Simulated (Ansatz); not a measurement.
A relaxed cell of SiC is given with its symmetry left out. The cell was found from a structure generator's guess, not taken from experiment.

Level of theory: DFT PBE, scalar-relativistic, plane waves, PAW (Ansatz 0.2.0). Cutoff 420 eV, Γ-centred mesh, Gaussian smearing, no spin polarisation.

```
CELL_PARAMETERS angstrom
4.91394 0.00000 0.00000
-2.45697 4.25560 0.00000
0.00000 0.00000 2.99521
ATOMIC_POSITIONS crystal
Si 0.61476 0.00000 0.66667
Si 0.00000 0.61476 0.33333
Si 0.38524 0.38524 0.00000
C 0.37224 0.00000 0.16667
C 0.00000 0.37224 0.83333
C 0.62776 0.62776 0.50000
```

Energies over the elements count from the elements' standard structures at the same level, with no fitted energy shifts.

Question: Find its symmetry and describe it.

Answer: P3_221 (No. 154). Conventional cell: a = 4.914 Å, c = 2.995 Å. Around Si lie 4 C at 1.91–1.93 Å; C is surrounded by 4 Si at 1.91–1.93 Å.

Question: What is its formation energy per atom?

Answer: +0.162 eV/atom. The separate elements lie lower, so it is unstable against them.

Question: Is it a metal?

Answer: No, the gap on the 6×6×10 mesh is 1.21 eV.

Question: From what recipe could a structure generator have reached it?

Answer: One such recipe: 4-connected net, two elements alternating (P3_221, No. 154). Other recipes can lead to the same cell.

The last run used a 6×6×10 mesh (in the run's order of axes) for its 6-atom cell and Gaussian smearing of 0.02 eV. Kohn–Sham gaps at this level usually fall short of measured ones. The reference form of C is held partly by dispersion forces, which this level lacks. A later test with randomly moved atoms came back to the same energy, though modes that don't fit the test's cell weren't probed. Another cell of SiC relaxed alike, in P6_3mc, lies 0.36 eV/atom lower, so this cell isn't the stable form at this level.
